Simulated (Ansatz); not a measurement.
**AgBr**

Method: r²SCAN, scalar-relativistic; no spin polarisation; PAW, 500 eV, 10×10×10 k-mesh; code Ansatz; PAW files: Ansatz's generated set soft_2.

```
Ag Br
1.0
     0.00000    2.89217    2.89217
     2.89217    0.00000    2.89217
     2.89217    2.89217    0.00000
Ag Br
1 1
Direct
  0.50000 0.50000 0.50000
  0.00000 0.00000 0.00000
```

The chain of runs began from a cell as deposited in COD, expanded in volume.

**Question.** What is the static dielectric tensor, the lattice's part included?

**Answer.** 12.36 (isotropic)

**Question.** List the optical modes at the zone centre without the LO–TO term, with degeneracy and infrared intensity.

**Answer.** 
```json
{"ω (cm⁻¹)": "83", "degeneracy": "3", "IR intensity ((D/Å)²/u)": "3.32"}
```

**Question.** Where do the optical modes lie for q → 0 along (0.00, 1.00, 0.00), with the long-range field?

**Answer.** 83 (×2), 127 cm⁻¹.

**Question.** Sketch the imaginary part of the dielectric function for independent particles (no excitons, no local fields), averaged over directions.

**Answer.** On a grid of 0.25 eV up to 12 eV it peaks at 5.00 eV with ε2 = 10.6; the gap on the mesh is 1.29 eV, and the smallest direct one, where absorption can begin, 3.21 eV.
ħω (eV), ε2 and a bar:
```
     0.00       0.00 
     0.50       0.00 
     1.00       0.00 
     1.50       0.00 
     2.00       0.00 
     2.50       0.00 
     3.00       0.00 
     3.50       1.87 #####
     4.00       2.55 #######
     4.50       6.42 ##################
     5.00      10.59 ##############################
     5.50       7.75 ######################
     6.00       3.74 ###########
     6.50       4.60 #############
     7.00       3.62 ##########
     7.50       2.95 ########
     8.00       3.95 ###########
     8.50       5.32 ###############
     9.00       4.41 ############
     9.50       3.64 ##########
    10.00       3.71 ###########
    10.50       3.77 ###########
    11.00       3.63 ##########
    11.50       2.82 ########
    12.00       2.50 #######
```

An ε∞ of 5.23 means a refractive index of √ε∞ = 2.29 below the gap, far above the lattice modes.

With one infrared-active mode the Lyddane–Sachs–Teller relation ties the modes to the static constant, ε0 = 12.36, which is built from the same mode and Born charges: ω_LO = ω_TO √(ε0/ε∞) = 82.7 × √(12.36/5.23) = 127 cm⁻¹, and the run has a mode at 127 cm⁻¹.

The mean Born charge of Ag is 1.48 against a formal +1. It exceeds the formal charge because moving the ion changes its mixing with the anions' p states, and electrons flow along the bond.

Semilocal functionals make the gap too small and so ε∞ somewhat too large.

AgBr responds to a static field more through its lattice than through its electrons: of the static constant of 12.36, the electronic part is only 5.23. The polar mode lies low, at 83 cm⁻¹, because both ions are heavy and the short-range restoring forces are weak. A soft mode is easily displaced by a field, so even a moderate Born charge gives a large ionic polarisability. The same charge, through the macroscopic field, lifts the longitudinal branch to 127 cm⁻¹.

The wide separation between the fundamental gap and the direct one fits the known band structure of rocksalt silver halides. Inversion symmetry forbids mixing of Ag 4d with halide p states at the zone centre but allows it elsewhere, where it pushes the valence band up, while the Ag 5s-like conduction minimum stays at the centre. The empty stretch of ε2 between the two gaps therefore doesn't imply transparency in a real crystal, where phonons make weak indirect absorption possible.
